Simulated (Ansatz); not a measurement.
## Does relaxation matter for the field gradients of AgBr with a Ag vacancy?

Start: a supercell of AgBr (space group P2_1/m) built from an entry of the Crystallography Open Database (COD) (listed for 9.0 GPa), with all atoms left at the host's positions.

```
CELL_PARAMETERS angstrom
7.58200 0.00000 0.00000
0.00000 7.96800 0.00000
-1.34911 0.00000 10.90889
ATOMIC_POSITIONS crystal
Ag 0.08050 0.12500 0.60800
Ag 0.08050 0.62500 0.10800
Ag 0.08050 0.62500 0.60800
Ag 0.58050 0.12500 0.10800
Ag 0.58050 0.12500 0.60800
Ag 0.58050 0.62500 0.10800
Ag 0.58050 0.62500 0.60800
Ag 0.41950 0.37500 0.39200
Ag 0.41950 0.37500 0.89200
Ag 0.41950 0.87500 0.39200
Ag 0.41950 0.87500 0.89200
Ag 0.91950 0.37500 0.39200
Ag 0.91950 0.37500 0.89200
Ag 0.91950 0.87500 0.39200
Ag 0.91950 0.87500 0.89200
Br 0.14550 0.12500 0.34450
Br 0.14550 0.12500 0.84450
Br 0.14550 0.62500 0.34450
Br 0.14550 0.62500 0.84450
Br 0.64550 0.12500 0.34450
Br 0.64550 0.12500 0.84450
Br 0.64550 0.62500 0.34450
Br 0.64550 0.62500 0.84450
Br 0.35450 0.37500 0.15550
Br 0.35450 0.37500 0.65550
Br 0.35450 0.87500 0.15550
Br 0.35450 0.87500 0.65550
Br 0.85450 0.37500 0.15550
Br 0.85450 0.37500 0.65550
Br 0.85450 0.87500 0.15550
Br 0.85450 0.87500 0.65550
```

Sites (sets of like atoms) are named by element and the number of their first atom in this list.

Level of theory: DFT, PBE, plane waves and PAW, scalar-relativistic, 420 eV cutoff, Γ-centred 3×3×2 k-points, Fermi–Dirac smearing 0.01 eV, cell charge -1 (Ansatz 0.2.0).

The largest force at the start is 2.0 eV/Å. Relaxing the ions at fixed cell moves them by 0.245 Å at most (atom 24, Br) and 0.184 Å rms.

```json
{"site": "Ag1", "atom": "1", "moved (Å)": "0.110", "first shell before": "6 Br at 2.59–3.00 Å; also 2 Ag at 3.22 Å", "first shell after": "6 Br at 2.75–2.91 Å; also 2 Ag at 3.05 Å", "V_zz before (10²¹ V/m²)": "-2.08", "η before": "0.55"}
{"site": "Ag2", "atom": "2", "moved (Å)": "0.191", "first shell before": "6 Br at 2.59–3.00 Å; also 2 Ag at 3.22 Å", "first shell after": "6 Br at 2.75–2.91 Å; also 2 Ag at 2.97 Å", "V_zz before (10²¹ V/m²)": "1.82", "η before": "0.83"}
{"site": "Ag6", "atom": "6", "moved (Å)": "0.077", "first shell before": "6 Br at 2.59–3.00 Å; also 2 Ag at 3.22 Å", "first shell after": "6 Br at 2.80–2.87 Å; also 2 Ag at 3.02 Å", "V_zz before (10²¹ V/m²)": "2.60", "η before": "0.45"}
{"site": "Ag13", "atom": "13", "moved (Å)": "0.213", "first shell before": "6 Br at 2.59–3.00 Å; also 1 Ag at 3.22 Å", "first shell after": "6 Br at 2.68–2.97 Å; also 1 Ag at 2.97 Å", "V_zz before (10²¹ V/m²)": "1.29", "η before": "0.36"}
{"site": "Br16", "atom": "16", "moved (Å)": "0.182", "first shell before": "5 Ag at 2.72–3.00 Å", "first shell after": "5 Ag at 2.72–2.82 Å", "V_zz before (10²¹ V/m²)": "-12.15", "η before": "0.33"}
{"site": "Br17", "atom": "17", "moved (Å)": "0.225", "first shell before": "5 Ag at 2.59–2.88 Å", "first shell after": "5 Ag at 2.68–2.91 Å", "V_zz before (10²¹ V/m²)": "-4.27", "η before": "0.98"}
{"site": "Br18", "atom": "18", "moved (Å)": "0.186", "first shell before": "6 Ag at 2.59–3.00 Å", "first shell after": "6 Ag at 2.75–2.91 Å", "V_zz before (10²¹ V/m²)": "9.63", "η before": "0.68"}
{"site": "Br19", "atom": "19", "moved (Å)": "0.173", "first shell before": "6 Ag at 2.59–3.00 Å", "first shell after": "6 Ag at 2.77–2.89 Å", "V_zz before (10²¹ V/m²)": "8.16", "η before": "0.73"}
{"site": "Br20", "atom": "20", "moved (Å)": "0.190", "first shell before": "6 Ag at 2.59–3.00 Å", "first shell after": "6 Ag at 2.74–2.92 Å", "V_zz before (10²¹ V/m²)": "9.29", "η before": "0.83"}
{"site": "Br21", "atom": "21", "moved (Å)": "0.139", "first shell before": "6 Ag at 2.59–3.00 Å", "first shell after": "6 Ag at 2.75–2.87 Å", "V_zz before (10²¹ V/m²)": "8.36", "η before": "0.91"}
{"site": "Br22", "atom": "22", "moved (Å)": "0.233", "first shell before": "6 Ag at 2.59–3.00 Å", "first shell after": "6 Ag at 2.75–2.87 Å", "V_zz before (10²¹ V/m²)": "9.00", "η before": "0.80"}
{"site": "Br23", "atom": "23", "moved (Å)": "0.221", "first shell before": "6 Ag at 2.59–3.00 Å", "first shell after": "6 Ag at 2.76–2.88 Å", "V_zz before (10²¹ V/m²)": "7.81", "η before": "0.89"}
{"site": "Br24", "atom": "24", "moved (Å)": "0.245", "first shell before": "5 Ag at 2.59–3.00 Å", "first shell after": "5 Ag at 2.73–2.87 Å", "V_zz before (10²¹ V/m²)": "-15.27", "η before": "0.86"}
{"site": "Br25", "atom": "25", "moved (Å)": "0.199", "first shell before": "6 Ag at 2.59–3.00 Å", "first shell after": "6 Ag at 2.74–2.94 Å", "V_zz before (10²¹ V/m²)": "8.64", "η before": "0.79"}
{"site": "Br28", "atom": "28", "moved (Å)": "0.243", "first shell before": "5 Ag at 2.59–3.00 Å", "first shell after": "5 Ag at 2.68–2.88 Å", "V_zz before (10²¹ V/m²)": "-14.33", "η before": "0.92"}
{"site": "Br29", "atom": "29", "moved (Å)": "0.203", "first shell before": "6 Ag at 2.59–3.00 Å", "first shell after": "6 Ag at 2.73–2.97 Å", "V_zz before (10²¹ V/m²)": "8.39", "η before": "0.80"}
```

(1) How do the gradients change?

Results:

(1) 

| site | atom | V_zz after | η after | change of V_zz |
| --- | --- | --- | --- | --- |
| Ag1 | 1 | 1.89 | 0.72 | – |
| Ag2 | 2 | 3.30 | 0.31 | +1.48 |
| Ag6 | 6 | 3.16 | 0.04 | +0.56 |
| Ag13 | 13 | 3.50 | 0.86 | +2.21 |
| Br16 | 16 | -15.34 | 0.34 | -3.19 |
| Br17 | 17 | -12.09 | 0.29 | -7.82 |
| Br18 | 18 | -8.61 | 0.70 | – |
| Br19 | 19 | -7.78 | 0.83 | – |
| Br20 | 20 | -9.35 | 0.70 | – |
| Br21 | 21 | -8.99 | 0.81 | – |
| Br22 | 22 | -9.09 | 0.81 | – |
| Br23 | 23 | -7.93 | 0.91 | – |
| Br24 | 24 | -12.92 | 0.98 | +2.35 |
| Br25 | 25 | -9.30 | 0.68 | – |
| Br28 | 28 | 13.05 | 0.89 | – |
| Br29 | 29 | -9.56 | 0.64 | – |

The largest change of V_zz along a kept axis is on Br17, from -4.27 to -12.09. In per cent, |V_zz| changes by +22 to +172 on Ag, -15 to +183 on Br (all sites that start above 0.5, bar those whose gradient vanishes or changes sign or whose main axis turns by over 40°). Where |V_zz| stays above 0.1 and the axes keep their order, η moves most on Br17, from 0.98 to 0.29. On Ag4, Ag9, Ag8 (not in the table) V_xx and V_yy change places (or their axes turn by over 50°), so the two values of η hide a larger change. On Br28, Br18, Br20, Br22, Br25, Br29, Br21, Br19 and 3 more sites (not all in the table) the largest principal value lies along another axis in the second run, so the two V_zz can't be compared directly. The table leaves out 7 of the 23 sites, with |V_zz| up to 3.44; their tensors move by 2.08 at most along any direction. The statements above cover all sites. The host's own positions weren't relaxed first, so part of the change far from the defect can be the host's relaxation.

The defect repeats with the cell of 31 atoms, so it feels its images: sites between two images don't show the values beside a lone defect, and zeros or small values of η there can come from the images' arrangement. Ag and Br carry a gradient in the pure host already, so the values there aren't the defect's effect alone. A uniform background compensates the cell's charge. Without spin–orbit coupling (the program notes it for Ag) the gradients can shift somewhat, as the gap is small.
Before: Forces reach 2.0 eV/Å even beyond 5.5 Å from the defect, so the host's positions may themselves be off equilibrium. With a gap of 0.6 eV on this mesh, small gradients can still move by 0.1 × 10²¹ V/m² or more as the k-mesh gets denser. The cell keeps the host's lattice, where the PBE pressure is 11 GPa (in a charged cell this depends on the convention for the mean potential). The neighbours have not yet relaxed around the defect (largest force 2.0 eV/Å), so a real crystal will differ.
After: The cell keeps the host's lattice, where the PBE pressure is 9 GPa (in a charged cell this depends on the convention for the mean potential).
